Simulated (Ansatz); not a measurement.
# The perfect armchair BP nanoribbon (N = 3, H edges)

What gap, if any, does the armchair BP nanoribbon (N = 3, H edges) have, and how does it change with the functional and under strain?

Method: DFT PBE, plane waves, PAW; relaxation of a wire's period, in the first sound run; inputs show where later runs differ, in Ansatz 0.2.0.

**1. The starting structure**

The cell holds 10 atoms: 3 B, 3 P and 4 H. Cell: a = 12.612 Å, b = 7.000 Å, c = 5.580 Å, α = 90.0°, β = 90.0°, γ = 90.0°. Vacuum lies along a and b. The structure's axis is c.

**2. Relaxation of atoms and period**

Band widths follow the bond lengths, so the wire is relaxed first. The atoms and the third cell vector are free; the box across stays fixed as vacuum. A Fermi-Dirac smearing is set since the result may be a metal. The pressure printed is a third of the stress's trace over the whole box, vacuum included; only the stress along the axis is relaxed.

The input, input.yaml:

```yaml
crystal:
  lattice:
    - [12.612, 0.0, 0.0]
    - [0.0, 7.0, 0.0]
    - [0.0, 0.0, 5.58]
  atoms:
    - { symbol: B, position: [0.372273633, 0.5, 0.0] }
    - { symbol: B, position: [0.627714047, 0.5, 0.0] }
    - { symbol: P, position: [0.372273633, 0.5, 0.333333333] }
    - { symbol: P, position: [0.627714047, 0.5, 0.333333333] }
    - { symbol: H, position: [0.277513479, 0.5, 0.456989247] }
    - { symbol: H, position: [0.7224742, 0.5, 0.456989247] }
    - { symbol: B, position: [0.49999384, 0.5, 0.5] }
    - { symbol: P, position: [0.49999384, 0.5, 0.833333333] }
    - { symbol: H, position: [0.293306838, 0.5, 0.896953405] }
    - { symbol: H, position: [0.706680842, 0.5, 0.896953405] }
kpoints:
  mp_grid: { grid: [1, 1, 15] }
scf:
  occupations: { method: fermi_dirac, width: 0.05 }
hamiltonian:
  xc: pbe
relax:
  cell: { fix: [a, b, alpha, beta, gamma] }
  max_steps: 60
```

Command:

```bash
> ansatz run input.yaml --threads 4 --pin off --max-ram 16384MiB --backend cpu --events-out ev --progress --plain --runs-dir out
```

Numbers of over 12 decimals in the logs are rounded to 6 here.

What it wrote:

```text
Engine: ansatz 0.2.0, aarch64-unknown-linux-gnu
Pseudopotentials: kind: paw
Pseudopotential: B, paw, valence charge 3, recommended cutoff 420 eV (normal), B.paw.azcp
Pseudopotential: P, paw, valence charge 5, recommended cutoff 420 eV (normal), P.paw.azcp
Pseudopotential: H, paw, valence charge 1, recommended cutoff 420 eV (normal), H.paw.azcp
Functional definition: PBE
  parameter kappa = 0.804
  parameter beta = 0.066725
  exchange = pbe_x(kappa = kappa, mu = beta*pi^2/3)
  correlation = pbe_c(beta = beta)
Crystal: 10 atoms, lattice volume = 492.625 Å³
Basis set: ecut = 420 eV, 9595 PW (Γ), exchange–correlation on 180×96×80 points (8 copies of the dense FFT grid, shifted against one another)
Bands: 24, of which v1, the nominal top of the filled ones, is band 14 counted from 1 (13 counted from 0)
Symmetry: 4 space group operations
Space group: Pmm2 (ITA 25), of the structure as read, at distance tolerance 7.9e-5 Å
k-points: 8 of 15 (time reversal used)
Non-local potential: B, projectors of the file, l = 0: 2, l = 1: 2, l = 2: 1
Non-local potential: P, projectors of the file, l = 0: 2, l = 1: 2, l = 2: 2
Non-local potential: H, projectors of the file, l = 0: 2, l = 1: 1
PAW form: soft (Blöchl's): semilocal exchange-correlation on the pseudo side does not see the compensation charge
PAW one-centre angular grid: B, 110 points (default); XC on 64 Gauss nodes
PAW one-centre angular grid: P, 110 points (default); XC on 64 Gauss nodes
PAW one-centre angular grid: H, 110 points (default); XC on 64 Gauss nodes
Initial density: superposition of atomic densities (neutral atoms: chi_scale 0, normalization atom), corrected by the library's trained network
Initial wavefunctions: pseudopotential atomic-orbital guess
Functional: x = pbe(κ = 0.804, μ = 0.219515), c = pbe(β = 0.066725)
SCF iter   1: F=—  HF=-2797.538483 eV  |F-HF|=—  |Δ(HF+E_count)|=         —  Δρ=1.44e-3  dr2=2.22e-2  ethr=1.77e-3  ⟨swp⟩=9.4  Hψ=1428  notcnv=0  defer=8
preconditioner: auto → Resta (q_TF=auto, 1.692 Å⁻¹)  ε∞=1.8  [insulator: Δε(μ)=1.454 eV  Ē_g=9.926 eV  σ=0.050 eV  W_gap=1.00  n_scr=38 (ndim 8)  ℏωp=8.9 eV  f_vac=0.627  D(μ)=0.00/eV (n_scr^D=0)  ε∞_Penn≈1.8  vacuum switching on, ρ_ref=7.1e-3 e/Å³]
SCF iter   2: F=—  HF=-2797.548459 eV  |F-HF|=—  |Δ(HF+E_count)|=   9.98e-3  Δρ=6.95e-4  dr2=3.94e-3  ethr=7.92e-5  ⟨swp⟩=4.4  Hψ=436  notcnv=0  defer=23
SCF iter   3: F=—  HF=-2797.552206 eV  |F-HF|=—  |Δ(HF+E_count)|=   3.75e-3  Δρ=2.84e-4  dr2=7.96e-4  ethr=1.41e-5  ⟨swp⟩=3.5  Hψ=338  notcnv=0  defer=23
SCF iter   4: F=—  HF=-2797.553218 eV  |F-HF|=—  |Δ(HF+E_count)|=   1.01e-3  Δρ=8.38e-5  dr2=7.64e-5  ethr=2.84e-6  ⟨swp⟩=3.4  Hψ=338  notcnv=0  defer=23
SCF iter   5: F=—  HF=-2797.553165 eV  |F-HF|=—  |Δ(HF+E_count)|=   5.36e-5  Δρ=3.25e-5  dr2=6.79e-6  ethr=2.73e-7  ⟨swp⟩=2.5  Hψ=309  notcnv=0  defer=23
SCF iter   6: F=—  HF=-2797.553175 eV  |F-HF|=—  |Δ(HF+E_count)|=   1.05e-5  Δρ=9.52e-6  dr2=5.27e-7  ethr=2.43e-8  ⟨swp⟩=2.2  Hψ=269  notcnv=0  defer=23
SCF iter   7: F=-2797.553177 eV  HF=-2797.553177 eV  |F-HF|=1.44e-7  |Δ(HF+E_count)|=   1.45e-6  Δρ=2.59e-6  dr2=2.62e-8  ethr=3.57e-10  ⟨swp⟩=6.0  Hψ=675  notcnv=0
SCF 1 converged in 7 iterations: F = -2797.553177 eV  dr2 = 2.62e-8
  greatest PAW one-centre occupation: 0.775 electrons in one spin orbital (limit 2), on the P atom at site 7 (counted from 0), in its partial waves of l = 0
relax step   1: F+E_penalty+E_count = -2797.55317677 eV  Δ(F+E_penalty+E_count) = +0.000e0 eV  max|allowed force component| = 1.430e0 eV/Å  Δτ_max = 0.0000 Å  P = +0.106 GPa  Ω = 492.625 Å³  fix = [a, b, alpha, beta, gamma]  reactions: a +0.238, b +0.229 GPa  (7 SCF iters, dr2 threshold 1.00e-7 eV, accepted)
Crystal: 10 atoms, lattice volume = 496.750 Å³
Basis set: ecut = 420 eV, 9683 PW (Γ), exchange–correlation on 180×96×80 points (8 copies of the dense FFT grid, shifted against one another)
Initial density: handed on by an earlier stage of this run
Initial wavefunctions: those handed on with the density
iter 1 solved again at ethr=1.73e-4 eV; its pass at ethr=3.10e-3 eV (dr2=4.86e-2 eV) is discarded
SCF iter   1: F=—  HF=-2797.743479 eV  |F-HF|=—  |Δ(HF+E_count)|=         —  Δρ=4.14e-3  dr2=4.87e-2  ethr=1.73e-4  ⟨swp⟩=2.9  Hψ=1409  notcnv=0
preconditioner: auto → Resta (q_TF=auto, 1.689 Å⁻¹)  ε∞=1.8  [insulator: Δε(μ)=1.436 eV  Ē_g=9.974 eV  σ=0.050 eV  W_gap=1.00  n_scr=38 (ndim 8)  ℏωp=8.8 eV  f_vac=0.627  D(μ)=0.00/eV (n_scr^D=0)  ε∞_Penn≈1.8  vacuum switching on, ρ_ref=7.2e-3 e/Å³]
SCF iter   2: F=—  HF=-2797.735043 eV  |F-HF|=—  |Δ(HF+E_count)|=   8.44e-3  Δρ=1.93e-3  dr2=1.00e-2  ethr=1.73e-4  ⟨swp⟩=2.2  Hψ=259  notcnv=0
SCF iter   3: F=—  HF=-2797.734566 eV  |F-HF|=—  |Δ(HF+E_count)|=   4.77e-4  Δρ=4.98e-4  dr2=2.71e-3  ethr=3.57e-5  ⟨swp⟩=2.4  Hψ=319  notcnv=0
SCF iter   4: F=—  HF=-2797.733954 eV  |F-HF|=—  |Δ(HF+E_count)|=   6.12e-4  Δρ=1.18e-4  dr2=5.35e-5  ethr=9.68e-6  ⟨swp⟩=2.2  Hψ=269  notcnv=0
SCF iter   5: F=—  HF=-2797.733910 eV  |F-HF|=—  |Δ(HF+E_count)|=   4.42e-5  Δρ=3.47e-5  dr2=1.18e-5  ethr=1.91e-7  ⟨swp⟩=2.5  Hψ=321  notcnv=0
SCF iter   6: F=-2797.733908 eV  HF=-2797.733909 eV  |F-HF|=1.42e-7  |Δ(HF+E_count)|=   1.19e-6  Δρ=8.80e-6  dr2=4.79e-7  ethr=3.57e-9  ⟨swp⟩=4.0  Hψ=792  notcnv=0
SCF 2 converged in 6 iterations: F = -2797.733908 eV  dr2 = 4.79e-7
relax step   2: F+E_penalty+E_count = -2797.73390846 eV  Δ(F+E_penalty+E_count) = -1.807e-1 eV  max|allowed force component| = 4.384e-1 eV/Å  Δτ_max = 0.0682 Å  P = +0.015 GPa  Ω = 496.750 Å³  energy of the carried Pulay correction = -8.753e-4 eV  fix = [a, b, alpha, beta, gamma]  reactions: a +0.116, b +0.220 GPa  (6 SCF iters, dr2 threshold 1.00e-6 eV, accepted)
Crystal: 10 atoms, lattice volume = 497.029 Å³
Basis set: ecut = 420 eV, 9691 PW (Γ), exchange–correlation on 180×96×80 points (8 copies of the dense FFT grid, shifted against one another)
iter 1 solved again at ethr=3.26e-5 eV; its pass at ethr=3.10e-3 eV (dr2=9.14e-3 eV) is discarded
SCF iter   1: F=—  HF=-2797.755816 eV  |F-HF|=—  |Δ(HF+E_count)|=         —  Δρ=1.57e-3  dr2=1.07e-2  ethr=3.26e-5  ⟨swp⟩=3.8  Hψ=1215  notcnv=0
preconditioner: auto → Resta (q_TF=auto, 1.689 Å⁻¹)  ε∞=1.8  [insulator: Δε(μ)=1.444 eV  Ē_g=9.996 eV  σ=0.050 eV  W_gap=1.00  n_scr=38 (ndim 8)  ℏωp=8.8 eV  f_vac=0.625  D(μ)=0.00/eV (n_scr^D=0)  ε∞_Penn≈1.8  vacuum switching on, ρ_ref=7.2e-3 e/Å³]
SCF iter   2: F=—  HF=-2797.753470 eV  |F-HF|=—  |Δ(HF+E_count)|=   2.35e-3  Δρ=6.03e-4  dr2=1.11e-3  ethr=3.26e-5  ⟨swp⟩=2.2  Hψ=281  notcnv=0
SCF iter   3: F=—  HF=-2797.753355 eV  |F-HF|=—  |Δ(HF+E_count)|=   1.15e-4  Δρ=2.75e-4  dr2=2.13e-4  ethr=3.98e-6  ⟨swp⟩=2.5  Hψ=278  notcnv=0
SCF iter   4: F=—  HF=-2797.753293 eV  |F-HF|=—  |Δ(HF+E_count)|=   6.14e-5  Δρ=6.19e-5  dr2=3.24e-5  ethr=7.60e-7  ⟨swp⟩=2.9  Hψ=300  notcnv=0
SCF iter   5: F=—  HF=-2797.753288 eV  |F-HF|=—  |Δ(HF+E_count)|=   5.45e-6  Δρ=1.54e-5  dr2=1.24e-6  ethr=1.16e-7  ⟨swp⟩=2.4  Hψ=278  notcnv=0
SCF iter   6: F=-2797.753288 eV  HF=-2797.753288 eV  |F-HF|=5.97e-8  |Δ(HF+E_count)|=   3.29e-7  Δρ=4.75e-6  dr2=1.84e-7  ethr=3.57e-9  ⟨swp⟩=5.0  Hψ=632  notcnv=0
SCF 3 converged in 6 iterations: F = -2797.753288 eV  dr2 = 1.84e-7
relax step   3: F+E_penalty+E_count = -2797.75328822 eV  Δ(F+E_penalty+E_count) = -1.938e-2 eV  max|allowed force component| = 7.490e-2 eV/Å  Δτ_max = 0.0193 Å  P = +0.052 GPa  Ω = 497.029 Å³  energy of the carried Pulay correction = -9.343e-4 eV  fix = [a, b, alpha, beta, gamma]  reactions: a -0.011, b +0.217 GPa  (6 SCF iters, dr2 threshold 1.00e-6 eV, accepted)
[...]
relax step   4: F+E_penalty+E_count = -2797.75366431 eV  Δ(F+E_penalty+E_count) = -3.761e-4 eV  max|allowed force component| = 1.056e-2 eV/Å  Δτ_max = 0.0034 Å  P = +0.074 GPa  Ω = 496.908 Å³  energy of the carried Pulay correction = -9.088e-4 eV  fix = [a, b, alpha, beta, gamma]  reactions: a +0.001, b +0.216 GPa  (5 SCF iters, dr2 threshold 3.51e-7 eV, accepted)
[...]
relax step   5: F+E_penalty+E_count = -2797.75364857 eV  Δ(F+E_penalty+E_count) = +1.574e-5 eV  max|allowed force component| = 2.366e-3 eV/Å  Δτ_max = 0.0022 Å  P = +0.073 GPa  Ω = 497.054 Å³  energy of the carried Pulay correction = -9.395e-4 eV  fix = [a, b, alpha, beta, gamma]  reactions: a +0.004, b +0.216 GPa  (5 SCF iters, dr2 threshold 6.96e-9 eV, accepted)
Initial wavefunctions: pseudopotential atomic-orbital guess (no wavefunctions were taken with the density)
iter 1 solved again at ethr=1.56e-6 eV; its pass at ethr=3.10e-3 eV (dr2=4.36e-4 eV) is discarded
SCF iter   1: F=—  HF=-2797.753864 eV  |F-HF|=—  |Δ(HF+E_count)|=         —  Δρ=3.67e-5  dr2=2.74e-7  ethr=1.56e-6  ⟨swp⟩=4.0  Hψ=2032  notcnv=0
eigensolver tolerance schedule: the retry pair's looser diagonalisation over-reported the residual by 1588.71 of it (diagonalisation noise at 3.94 of the residual, at the tolerance the schedule requests for it); recorded, not acted on — ethr = c·dr2/N_el stays at c = 1.0e-1
preconditioner: auto → Resta (q_TF=auto, 1.689 Å⁻¹)  ε∞=1.8  [insulator: Δε(μ)=1.458 eV  Ē_g=9.998 eV  σ=0.050 eV  W_gap=1.00  n_scr=38 (ndim 8)  ℏωp=8.8 eV  f_vac=0.625  D(μ)=0.00/eV (n_scr^D=0)  ε∞_Penn≈1.8  vacuum switching on, ρ_ref=7.2e-3 e/Å³]
SCF iter   2: F=—  HF=-2797.754354 eV  |F-HF|=—  |Δ(HF+E_count)|=   4.91e-4  Δρ=1.84e-5  dr2=6.60e-8  ethr=9.78e-10  ⟨swp⟩=3.5  Hψ=414  notcnv=0
SCF iter   3: F=—  HF=-2797.754617 eV  |F-HF|=—  |Δ(HF+E_count)|=   2.63e-4  Δρ=4.11e-6  dr2=1.35e-8  ethr=2.36e-10  ⟨swp⟩=2.0  Hψ=328  notcnv=0
SCF iter   4: F=—  HF=-2797.754641 eV  |F-HF|=—  |Δ(HF+E_count)|=   2.37e-5  Δρ=6.82e-7  dr2=9.37e-10  ethr=4.81e-11  ⟨swp⟩=2.1  Hψ=303  notcnv=0
SCF iter   5: F=—  HF=-2797.754641 eV  |F-HF|=—  |Δ(HF+E_count)|=   6.15e-7  Δρ=1.35e-7  dr2=1.32e-10  ethr=3.34e-12  ⟨swp⟩=3.1  Hψ=347  notcnv=0
SCF iter   6: F=-2797.754641 eV  HF=-2797.754641 eV  |F-HF|=1.08e-10  |Δ(HF+E_count)|=   1.79e-8  Δρ=5.16e-8  dr2=2.66e-11  ethr=1.00e-12  ⟨swp⟩=6.0  Hψ=655  notcnv=0
SCF 6 converged in 6 iterations: F = -2797.754641 eV  dr2 = 2.66e-11
relax step   6: F+E_penalty+E_count = -2797.75464136 eV  Δ(F+E_penalty+E_count) = -9.928e-4 eV  max|allowed force component| = 2.240e-3 eV/Å  Δτ_max = 0.0000 Å  P = +0.074 GPa  Ω = 497.054 Å³  fix = [a, b, alpha, beta, gamma]  reactions: a +0.002, b +0.216 GPa  stress off target by 3.49e-3 GPa on what of the cell is left free  SCF on the basis re-selected at this cell (its energy is not comparable with the rows above)  (6 SCF iters)
basis re-selected at this cell: Δ(F+E_penalty+E_count) = -9.928e-4 eV, ΔP = +0.001 GPa vs the last step (what re-selecting the basis moved, of the pressure what is left beyond the Pulay correction that the steps carried, after the strain that the cell walked since its last selection, with what the two solves' SCF thresholds leave and, on support functions, any second-order correction that the steps lacked; it is no m [...]
SCF converged after 6 iterations
Free energy (F): -2797.754641 eV
Harris-Foulkes:  -2797.754641 eV  (|F-HF|=1.08e-10)
Internal energy: -2797.754641 eV  (E = F + TS)
E sigma→0 (E₀):  -2797.754641 eV
Entropy (-TS):   -0.000000 eV (-0.000 meV/atom)
Fermi energy:    -2.231927 eV
--- Per-component energies (eV) ---
  E_band       = -239.036945
  E_kinetic    = 407.630828
  E_local      = -2611.816091  (includes V_loc(G=0)·N_el)
  E_nonlocal   = 144.875735
  E_hartree    = 1095.887417
  E_xc         = -313.365510
  E_vxc        = -337.755591  (∫ρ·V_xc dr)
  E_paw        = -1946.530644  (= ΣΔE_a)
  E_vpaw       = -33.741615  (= ΣTr[D̂ρ^β])
  E_aug_tail   = -0.005047  (compensation charges beyond the density's cutoff)
  E_ewald      = 425.568671
  E_smearing   = -0.000000  (= −TS)
  E_closure    = 0.000000  (closes the sum)
  Σ components = -2797.754641   (vs F -2797.754641, Δ=0.00e0)
--- Forces (eV/Å), atoms counted from 1 ---
  atom   1  B      0.00223969     0.00000000    -0.00223228
  atom   2  B     -0.00223969     0.00000000    -0.00223228
  atom   3  P      0.00097507     0.00000000     0.00176993
  atom   4  P     -0.00097507     0.00000000     0.00176993
  atom   5  H     -0.00068983     0.00000000     0.00031862
  atom   6  H      0.00068983     0.00000000     0.00031862
  atom   7  B      0.00000000     0.00000000    -0.00042562
  atom   8  P      0.00000000     0.00000000     0.00136284
  atom   9  H     -0.00116575     0.00000000    -0.00032706
  atom  10  H      0.00116575     0.00000000    -0.00032706
  max |Σ_I F_I| component: 4.37e-6 eV/Å
--- Stress (GPa, compression-positive) ---
        0.002004       0.000000       0.000000
        0.000000       0.216025       0.000000
        0.000000       0.000000       0.003493
  P = ⅓ Tr σ = 0.0738 GPa (0.738 kbar)
--- Relaxed structure (5 steps of the walk, 5 accepted, 1 SCFs on fresh bases) ---
  F+E_penalty+E_count = -2797.75464136 eV   max|allowed force component| = 2.240e-3 eV/Å   (the final SCF, on the basis selected at the relaxed cell)
  cell:  # Å, volume = 497.0538 Å³
    - [12.612, 0.0, 0.0]
    - [0.0, 7.0, 0.0]
    - [0.0, 0.0, 5.630169]
  atoms:
    - { symbol: B, position: [0.372950, 0.5, 0.00207409] }
    - { symbol: B, position: [0.627050, 0.5, 0.00207409] }
    - { symbol: P, position: [0.378202, 0.5, 0.325530] }
    - { symbol: P, position: [0.621798, 0.5, 0.325530] }
    - { symbol: H, position: [0.281443, 0.5, 0.450929] }
    - { symbol: H, position: [0.718557, 0.5, 0.450929] }
    - { symbol: B, position: [0.5, 0.5, 0.505635] }
    - { symbol: P, position: [0.5, 0.5, 0.839387] }
    - { symbol: H, position: [0.289123, 0.5, 0.902899] }
    - { symbol: H, position: [0.710877, 0.5, 0.902899] }
```

Run time: 13 s. Hardware: 4 threads of Arm Neoverse V1, shared host; peak memory 0.69 GiB; 48 s of CPU time.

Relaxation path:

```
step  energy less that of the first step (eV)  largest force component (eV/Å)  pressure (GPa)  volume (Å³)
   1                                   0.0000                          1.4300            0.11       492.62
   2                                  -0.1807                          0.4384            0.01       496.75
   3                                  -0.2001                          0.0749            0.05       497.03
   4                                  -0.2005                          0.0106            0.07       496.91
   5                                  -0.2005                          0.0024            0.07       497.05
  6*                                  -0.2015                          0.0022            0.07       497.05
```

Relaxation steps marked * repeat the geometry before them on a plane-wave basis chosen anew for their cell, so energy and pressure can jump there.

Forces are held to the 4 operations that the run works with; a distortion that breaks them can't arise in this run.

```
cell as run  before  after  change
      c (Å)   5.580  5.630  +0.9 %
```

The atoms that moved most (Å, along periodic axes as changes of fractional coordinates times the final cell, across vacuum about the mean position):

```
atom      dx     dy      dz  length
  P4  -0.075  0.000  -0.044   0.087
  P3   0.075  0.000  -0.044   0.087
  H9  -0.053  0.000   0.033   0.063
 H10   0.053  0.000   0.033   0.063
  H5   0.049  0.000  -0.034   0.060
  H6  -0.049  0.000  -0.034   0.060
  P8   0.000  0.000   0.034   0.034
  B7   0.000  0.000   0.032   0.032
```

Final coordinates:

```cif
data_structure
_symmetry_space_group_name_H-M 'P 1'
_symmetry_Int_Tables_number 1
_cell_length_a 12.6120
_cell_length_b 7.0000
_cell_length_c 5.6302
_cell_angle_alpha 90.000
_cell_angle_beta 90.000
_cell_angle_gamma 90.000
_cell_volume 497.05
loop_
_atom_site_label
_atom_site_type_symbol
_atom_site_fract_x
_atom_site_fract_y
_atom_site_fract_z
_atom_site_occupancy
B1 B 0.37295 0.50000 0.00207 1
B2 B 0.62705 0.50000 0.00207 1
P3 P 0.37820 0.50000 0.32553 1
P4 P 0.62180 0.50000 0.32553 1
H5 H 0.28144 0.50000 0.45093 1
H6 H 0.71856 0.50000 0.45093 1
B7 B 0.50000 0.50000 0.50563 1
P8 P 0.50000 0.50000 0.83939 1
H9 H 0.28912 0.50000 0.90290 1
H10 H 0.71088 0.50000 0.90290 1
```

This step gave:

- cell length along the wire: 5.630 Å

The cell's length comes to 5.630 Å with spin left out.

[end of part 1 of 3]

[Logs are printed without paths, hosts, clocks, repeated set-up lines and the standing remarks that a program may print on its own settings, such as how far it seeks lower states.]

[Hosts, paths, dates, database ids (printed as entryN), source tags and the programs' standing remarks are cut or masked in the printed files.]
